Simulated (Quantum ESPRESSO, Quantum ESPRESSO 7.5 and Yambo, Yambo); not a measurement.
**A GW chain in Yambo: RbCl (Fm-3m)**

Aim: the G0W0 gap of RbCl (Fm-3m) on PBE, step by step.

Main program and level: Quantum ESPRESSO 7.5 and Yambo 5.3.0; PBE and many-body steps on it, plane waves.

## 1. The structure

It takes space group Fm-3m (No. 225, cubic). The conventional cell has a = 6.579 Å, b = 6.579 Å, c = 6.579 Å, α = 90.00°, β = 90.00°, γ = 90.00°. Nearest to Rb lie 6 Cl at 3.29 Å. Nearest to Cl lie 6 Rb at 3.29 Å. Farther neighbours and most contacts between anions are not listed.

The cell and positions come from the Crystallography Open Database and are kept as given unless a step says otherwise.

## 2. Ground state

This step: Quantum ESPRESSO 7.5; DFT, PBE, plane waves, norm-conserving pseudopotentials.

The ground-state density comes first.

pw.in reads:

```
&control
  calculation = 'scf'
  prefix = 'x'
  outdir = 'o'
  pseudo_dir = 'pseudo'
/
&system
  ibrav = 0
  nat = 2
  ntyp = 2
  ecutwfc = 50.0
  nbnd = 13
  force_symmorphic = .true.
/
&electrons
  conv_thr = 1e-10
  electron_maxstep = 80
  mixing_beta = 0.5
/
ATOMIC_SPECIES
  Rb 85.468 Rb.upf
  Cl 35.45 Cl.upf
CELL_PARAMETERS angstrom
  -0.0000000000 3.2895000000 3.2895000000
  3.2895000000 -0.0000000000 3.2895000000
  3.2895000000 3.2895000000 -0.0000000000
ATOMIC_POSITIONS crystal
  Rb 0.0000000000 0.0000000000 0.0000000000
  Cl 0.5000000000 0.5000000000 0.5000000000
K_POINTS automatic
  6 6 6 0 0 0
```

The run is started by

```console
> OMP_NUM_THREADS=1 mpirun -n 4 pw.x -nk 4 -in pw.in > pw.out
```

Output:

```text
Program PWSCF v.7.5 starts

     This program is part of the open-source Quantum ESPRESSO suite
     for quantum simulation of materials; please cite
         "P. Giannozzi et al., J. Phys.:Condens. Matter 21 395502 (2009);
         "P. Giannozzi et al., J. Phys.:Condens. Matter 29 465901 (2017);
         "P. Giannozzi et al., J. Chem. Phys. 152 154105 (2020);
     in publications or presentations arising from this work. More details at
     Message from routine setup:
     using ibrav=0 with symmetry is DISCOURAGED, use correct ibrav instead

     G-vector sticks info

     bravais-lattice index     =            0
     lattice parameter (alat)  =       8.7911  a.u.
     unit-cell volume          =     480.4147 (a.u.)^3
     number of atoms/cell      =            2
     number of atomic types    =            2
     number of electrons       =        16.00
     number of Kohn-Sham states=           13
     kinetic-energy cutoff     =      50.0000  Ry
     charge density cutoff     =     200.0000  Ry
     scf convergence threshold =      1.0E-10
     mixing beta               =       0.5000
     number of iterations used =            8  plain     mixing
     Exchange-correlation= PBE
                           (   1   4   3   4   0   0   0)

     celldm(1)=   8.791111  celldm(2)=   0.000000  celldm(3)=   0.000000
     celldm(4)=   0.000000  celldm(5)=   0.000000  celldm(6)=   0.000000

     crystal axes: (cart. coord. in units of alat)
               a(1) = (  -0.000000   0.707107   0.707107 )
               a(2) = (   0.707107  -0.000000   0.707107 )
               a(3) = (   0.707107   0.707107  -0.000000 )

     reciprocal axes: (cart. coord. in units 2 pi/alat)
               b(1) = ( -0.707107  0.707107  0.707107 )
               b(2) = (  0.707107 -0.707107  0.707107 )
               b(3) = (  0.707107  0.707107 -0.707107 )
     Pseudo is Norm-conserving + core correction, Zval =  9.0
     Generated using ONCVPSP code by D. R. Hamann
     Using radial grid of 2308 points,  6 beta functions with:
     Pseudo is Norm-conserving + core correction, Zval =  7.0
     Generated using ONCVPSP code by D. R. Hamann
     Using radial grid of 1028 points,  6 beta functions with:
     Rb                9.00    85.46800     Rb( 1.00)
     Cl                7.00    35.45000     Cl( 1.00)

     48 Sym. Ops., with inversion, found

   Cartesian axes

     site n.     atom                  positions (alat units)
         1        Rb     tau(   1) = (   0.0000000   0.0000000   0.0000000  )
         2        Cl     tau(   2) = (   0.7071068   0.7071068   0.7071068  )

     number of k points=    16
                       cart. coord. in units 2pi/alat
        k(    1) = (   0.0000000   0.0000000   0.0000000), wk =   0.0092593
        k(    2) = (   0.1178511   0.1178511  -0.1178511), wk =   0.0740741
        k(    3) = (   0.2357023   0.2357023  -0.2357023), wk =   0.0740741
        k(    4) = (  -0.3535534  -0.3535534   0.3535534), wk =   0.0370370
        k(    5) = (   0.2357023   0.0000000  -0.0000000), wk =   0.0555556
        k(    6) = (   0.3535534   0.1178511  -0.1178511), wk =   0.2222222
        k(    7) = (  -0.2357023  -0.4714045   0.4714045), wk =   0.2222222
        k(    8) = (  -0.1178511  -0.3535534   0.3535534), wk =   0.2222222
        k(    9) = (   0.0000000  -0.2357023   0.2357023), wk =   0.1111111
        k(   10) = (   0.4714045   0.0000000  -0.0000000), wk =   0.0555556
     [... 4 further rows ...]
        k(   15) = (  -0.1178511  -0.3535534   0.5892557), wk =   0.2222222
        k(   16) = (  -0.7071068   0.2357023   0.0000000), wk =   0.1111111

     Dense  grid:    22995 G-vectors     FFT dimensions: (  40,  40,  40)

     Initial potential from superposition of free atoms

     starting charge      15.9752, renormalised to      16.0000
     Starting wfcs are    9 randomized atomic wfcs +    4 random wfcs

     per-process dynamical memory:    20.0 Mb

     Self-consistent Calculation

     iteration #  1     ecut=    50.00 Ry     beta= 0.50

     Threshold (ethr) on eigenvalues was too large:
     Diagonalizing with lowered threshold

     total energy              =     -87.21609504 Ry
     estimated scf accuracy    <       0.08357746 Ry

     iteration #  2     ecut=    50.00 Ry     beta= 0.50

     total energy              =     -87.23528009 Ry
     estimated scf accuracy    <       0.00477331 Ry

     iteration #  3     ecut=    50.00 Ry     beta= 0.50

     total energy              =     -87.23612602 Ry
     estimated scf accuracy    <       0.00103481 Ry

     iteration #  4     ecut=    50.00 Ry     beta= 0.50

     total energy              =     -87.23621833 Ry
     estimated scf accuracy    <       0.00001940 Ry

     iteration #  5     ecut=    50.00 Ry     beta= 0.50

     total energy              =     -87.23622639 Ry
     estimated scf accuracy    <       0.00000308 Ry

     iteration #  6     ecut=    50.00 Ry     beta= 0.50

     total energy              =     -87.23622752 Ry
     estimated scf accuracy    <       0.00000032 Ry

     iteration #  7     ecut=    50.00 Ry     beta= 0.50

     total energy              =     -87.23622759 Ry
     estimated scf accuracy    <          1.4E-09 Ry

     iteration #  8     ecut=    50.00 Ry     beta= 0.50

     total energy              =     -87.23622760 Ry
     estimated scf accuracy    <          2.7E-09 Ry

     iteration #  9     ecut=    50.00 Ry     beta= 0.50

     End of self-consistent calculation

          k = 0.0000 0.0000 0.0000 (  2837 PWs)   bands (ev):

   -22.8688 -10.9397  -6.9125  -6.9125  -6.9125   1.0595   1.0595   1.0595
     6.0622   9.0467   9.0467   9.0467  10.0184

          k = 0.1179 0.1179-0.1179 (  2836 PWs)   bands (ev):

   -22.8649 -10.9556  -6.9156  -6.9156  -6.9057   0.8038   0.9702   0.9702
     6.6828   8.8772   9.3906   9.3906  10.4238

          k = 0.2357 0.2357-0.2357 (  2872 PWs)   bands (ev):

   -22.8569 -10.9871  -6.9217  -6.9217  -6.8925   0.3809   0.8016   0.8016
     8.0194   8.8736  10.3417  10.3417  11.4529

          k =-0.3536-0.3536 0.3536 (  2884 PWs)   bands (ev):

     [... further k-points ...]

     highest occupied, lowest unoccupied level (ev):     1.0595    6.0622

!    total energy              =     -87.23622760 Ry
     estimated scf accuracy    <          6.5E-11 Ry

     The total energy is the sum of the following terms:
     one-electron contribution =     -20.86954624 Ry
     hartree contribution      =      15.81904037 Ry
     xc contribution           =     -23.20016521 Ry
     ewald contribution        =     -58.98555651 Ry

     convergence has been achieved in   9 iterations

     XML data file, charge density, pseudopotentials, collected wavefunctions

=------------------------------------------------------------------------------=
   JOB DONE.
=------------------------------------------------------------------------------=
```

It took 3.4 s on 4 MPI ranks of Arm Neoverse V2, shared host; peak memory 0.23 GiB.

Numbers from this step:

- total energy: -1186.9093 eV
- gap: 5.003 eV
- k of the valence top: 0, 0, 0
- k of the conduction bottom: 0, 0, 0
- least direct gap: 5.003 eV

The gap is direct, at Γ.

## 3. Bands along the symmetry lines

Levels along a band path, at the cheap level, show where the edges lie and whether the meshes to come will hold them.

pw.in reads:

```
&control
  calculation = 'bands'
  prefix = 'x'
  outdir = 'o'
  pseudo_dir = 'pseudo'
/
&system
  ibrav = 0
  nat = 2
  ntyp = 2
  ecutwfc = 50.0
  nbnd = 14
  force_symmorphic = .true.
/
&electrons
  conv_thr = 1e-9
  electron_maxstep = 80
  diago_full_acc = .true.
  diago_thr_init = 5e-6
/
ATOMIC_SPECIES
  Rb 85.468 Rb.upf
  Cl 35.45 Cl.upf
CELL_PARAMETERS angstrom
  -0.0000000000 3.2895000000 3.2895000000
  3.2895000000 -0.0000000000 3.2895000000
  3.2895000000 3.2895000000 -0.0000000000
ATOMIC_POSITIONS crystal
  Rb 0.0000000000 0.0000000000 0.0000000000
  Cl 0.5000000000 0.5000000000 0.5000000000
K_POINTS crystal
  50
  0.00000000 0.00000000 0.00000000 1
  0.06250000 0.00000000 0.06250000 1
  0.12500000 0.00000000 0.12500000 1
  0.18750000 0.00000000 0.18750000 1
  0.25000000 0.00000000 0.25000000 1
  0.31250000 0.00000000 0.31250000 1
  0.37500000 0.00000000 0.37500000 1
  0.43750000 0.00000000 0.43750000 1
  0.50000000 0.00000000 0.50000000 1
  0.51562500 0.03125000 0.51562500 1
  0.53125000 0.06250000 0.53125000 1
  0.54687500 0.09375000 0.54687500 1
  0.56250000 0.12500000 0.56250000 1
  0.57812500 0.15625000 0.57812500 1
  0.59375000 0.18750000 0.59375000 1
  0.60937500 0.21875000 0.60937500 1
  0.62500000 0.25000000 0.62500000 1
  0.37500000 0.37500000 0.75000000 1
  0.32812500 0.32812500 0.65625000 1
  0.28125000 0.28125000 0.56250000 1
  0.23437500 0.23437500 0.46875000 1
  0.18750000 0.18750000 0.37500000 1
  0.14062500 0.14062500 0.28125000 1
  0.09375000 0.09375000 0.18750000 1
  0.04687500 0.04687500 0.09375000 1
  0.00000000 0.00000000 0.00000000 1
  0.06250000 0.06250000 0.06250000 1
  0.12500000 0.12500000 0.12500000 1
  0.18750000 0.18750000 0.18750000 1
  0.25000000 0.25000000 0.25000000 1
  0.31250000 0.31250000 0.31250000 1
  0.37500000 0.37500000 0.37500000 1
  0.43750000 0.43750000 0.43750000 1
  0.50000000 0.50000000 0.50000000 1
  0.50000000 0.46875000 0.53125000 1
  0.50000000 0.43750000 0.56250000 1
  0.50000000 0.40625000 0.59375000 1
  0.50000000 0.37500000 0.62500000 1
  0.50000000 0.34375000 0.65625000 1
  0.50000000 0.31250000 0.68750000 1
  0.50000000 0.28125000 0.71875000 1
  0.50000000 0.25000000 0.75000000 1
  0.50000000 0.21875000 0.71875000 1
  0.50000000 0.18750000 0.68750000 1
  0.50000000 0.15625000 0.65625000 1
  0.50000000 0.12500000 0.62500000 1
  0.50000000 0.09375000 0.59375000 1
  0.50000000 0.06250000 0.56250000 1
  0.50000000 0.03125000 0.53125000 1
  0.50000000 0.00000000 0.50000000 1
```

Output:

```text
[banner, memory and clock lines left out]
Program PWSCF v.7.5 starts

     Atomic positions and unit cell read from directory:
     o/x.save/

     Message from routine setup:
     using ibrav=0 with symmetry is DISCOURAGED, use correct ibrav instead

     G-vector sticks info

     bravais-lattice index     =            0
     lattice parameter (alat)  =       8.7911  a.u.
     unit-cell volume          =     480.4147 (a.u.)^3
     number of atoms/cell      =            2
     number of atomic types    =            2
     number of electrons       =        16.00
     number of Kohn-Sham states=           14
     kinetic-energy cutoff     =      50.0000  Ry
     charge density cutoff     =     200.0000  Ry
     Exchange-correlation= PBE
                           (   1   4   3   4   0   0   0)

     celldm(1)=   8.791111  celldm(2)=   0.000000  celldm(3)=   0.000000
     celldm(4)=   0.000000  celldm(5)=   0.000000  celldm(6)=   0.000000

     crystal axes: (cart. coord. in units of alat)
               a(1) = (  -0.000000   0.707107   0.707107 )
               a(2) = (   0.707107  -0.000000   0.707107 )
               a(3) = (   0.707107   0.707107  -0.000000 )

     reciprocal axes: (cart. coord. in units 2 pi/alat)
               b(1) = ( -0.707107  0.707107  0.707107 )
               b(2) = (  0.707107 -0.707107  0.707107 )
               b(3) = (  0.707107  0.707107 -0.707107 )
     Pseudo is Norm-conserving + core correction, Zval =  9.0
     Generated using ONCVPSP code by D. R. Hamann
     Using radial grid of 2308 points,  6 beta functions with:
     Pseudo is Norm-conserving + core correction, Zval =  7.0
     Generated using ONCVPSP code by D. R. Hamann
     Using radial grid of 1028 points,  6 beta functions with:
     Rb                9.00    85.46800     Rb( 1.00)
     Cl                7.00    35.45000     Cl( 1.00)

     48 Sym. Ops., with inversion, found

   Cartesian axes

     site n.     atom                  positions (alat units)
         1        Rb     tau(   1) = (   0.0000000   0.0000000   0.0000000  )
         2        Cl     tau(   2) = (   0.7071068   0.7071068   0.7071068  )

     number of k points=    50
                       cart. coord. in units 2pi/alat
        k(    1) = (   0.0000000   0.0000000   0.0000000), wk =   0.0400000
        k(    2) = (   0.0000000   0.0883883   0.0000000), wk =   0.0400000
        k(    3) = (   0.0000000   0.1767767   0.0000000), wk =   0.0400000
[...]
[... 38 further rows ...]
        k(   49) = (   0.0441942   0.7071068   0.0000000), wk =   0.0400000
        k(   50) = (   0.0000000   0.7071068   0.0000000), wk =   0.0400000

     Dense  grid:    22995 G-vectors     FFT dimensions: (  40,  40,  40)

     The potential is recalculated from file :
     o/x.save/charge-density

     Starting wfcs are    9 randomized atomic wfcs +    5 random wfcs

     Band Structure Calculation

     End of band structure calculation

          k = 0.0000 0.0000 0.0000 (  2837 PWs)   bands (ev):

   -22.8688 -10.9398  -6.9124  -6.9124  -6.9124   1.0594   1.0594   1.0594
     6.0622   9.0467   9.0467   9.0467  10.0184  10.0184

          k = 0.0000 0.0884 0.0000 (  2822 PWs)   bands (ev):

   -22.8680 -10.9429  -6.9162  -6.9162  -6.9054   0.9838   1.0528   1.0528
     6.1848   8.9286   9.1488   9.1488  10.0511  10.1417

          k = 0.0000 0.1768 0.0000 (  2834 PWs)   bands (ev):

   -22.8657 -10.9495  -6.9271  -6.9271  -6.8924   0.8072   1.0352   1.0352
     6.5064   8.6380   9.4489   9.4489  10.1468  10.4874

          k =-0.0000 0.2652 0.0000 (  2858 PWs)   bands (ev):

[...]
k = 0.0000 0.4419-0.0000 (  2866 PWs)   bands (ev):

[...]
k =-0.0000 0.5303 0.0000 (  2870 PWs)   bands (ev):

[...]
k = 0.0000 0.6187-0.0000 (  2866 PWs)   bands (ev):

[...]
k = 0.4640 0.4640-0.0000 (  2878 PWs)   bands (ev):

[...]
k = 0.3315 0.3315-0.0000 (  2862 PWs)   bands (ev):

[...]
k = 0.3094 0.7071-0.0000 (  2860 PWs)   bands (ev):

[...]
k = 0.2210 0.7071-0.0000 (  2868 PWs)   bands (ev):

[...]
k = 0.1768 0.7071-0.0000 (  2874 PWs)   bands (ev):

[...]
k = 0.0442 0.7071 0.0000 (  2884 PWs)   bands (ev):

   -22.8484 -10.8933  -7.1685  -7.0150  -7.0092   0.7411   0.9447   0.9549
     7.2917   9.1605  10.7217  11.1302  11.4117  12.8128

          k = 0.0000 0.7071 0.0000 (  2874 PWs)   bands (ev):

   -22.8484 -10.8921  -7.1700  -7.0135  -7.0135   0.7400   0.9582   0.9582
     7.2658   9.1266  10.7767  11.1044  11.4346  12.7855

     XML data file, pseudopotentials, collected wavefunctions
```

The job ended after 3.9 s (4 MPI ranks; peak memory 0.21 GiB; 15 s of CPU time).

Numbers from this step:

* gap: 5.003 eV
* k of the valence top: 0, 0, 0
* k of the conduction bottom: 0, 0, 0
* least direct gap: 5.003 eV

The gap is 5.003 eV, as in the run before at this level.

The electronic bands at the labelled points (eV, zero at the top of the highest filled band; v1 is the highest filled band, c1 the lowest empty one):

| point | v4 | v3 | v2 | v1 | c1 | c2 | c3 | c4 |
| --- | --- | --- | --- | --- | --- | --- | --- | --- |
| Γ | -7.97 | 0.00 | 0.00 | 0.00 | 5.00 | 7.99 | 7.99 | 7.99 |
| halfway | -7.99 | -0.53 | -0.07 | -0.07 | 6.37 | 6.89 | 9.43 | 9.50 |
| X | -8.07 | -0.32 | -0.10 | -0.10 | 6.21 | 8.07 | 9.72 | 10.04 |
| halfway | -8.06 | -0.31 | -0.19 | -0.14 | 6.41 | 8.33 | 9.36 | 10.20 |
| U | -8.03 | -0.40 | -0.28 | -0.22 | 6.95 | 8.71 | 9.06 | 9.75 |
| jump to K | -8.03 | -0.40 | -0.28 | -0.22 | 6.95 | 8.71 | 9.06 | 9.75 |
| halfway | -7.95 | -0.59 | -0.27 | -0.11 | 6.66 | 7.61 | 8.82 | 9.51 |
| Γ | -7.97 | 0.00 | 0.00 | 0.00 | 5.00 | 7.99 | 7.99 | 7.99 |
| halfway | -7.96 | -0.48 | -0.18 | -0.18 | 6.27 | 7.77 | 8.74 | 8.74 |
| L | -7.95 | -0.86 | -0.34 | -0.34 | 7.75 | 7.98 | 10.16 | 10.16 |
| halfway | -7.96 | -0.65 | -0.29 | -0.29 | 7.73 | 7.86 | 9.74 | 9.90 |
| W | -7.96 | -0.44 | -0.24 | -0.24 | 7.67 | 7.67 | 9.34 | 9.37 |
| halfway | -8.02 | -0.30 | -0.27 | -0.15 | 6.61 | 8.53 | 8.99 | 10.05 |
| X | -8.07 | -0.32 | -0.10 | -0.10 | 6.21 | 8.07 | 9.72 | 10.04 |

(Continued in part 2 of 2.)

[Paths, hosts, dates, memory and timing lines, banners, echoed tables and standing remarks are left out of the program output.]

[Logs are printed without paths, hosts, clocks, repeated set-up lines and the standing remarks that a program may print on its own settings, such as how far it seeks lower states.]

[Runs of the session that timed out or met a known fault of the program may be left out.]

[Hosts, paths, dates, database ids (printed as entryN), source tags and the programs' standing remarks are cut or masked in the printed files.]
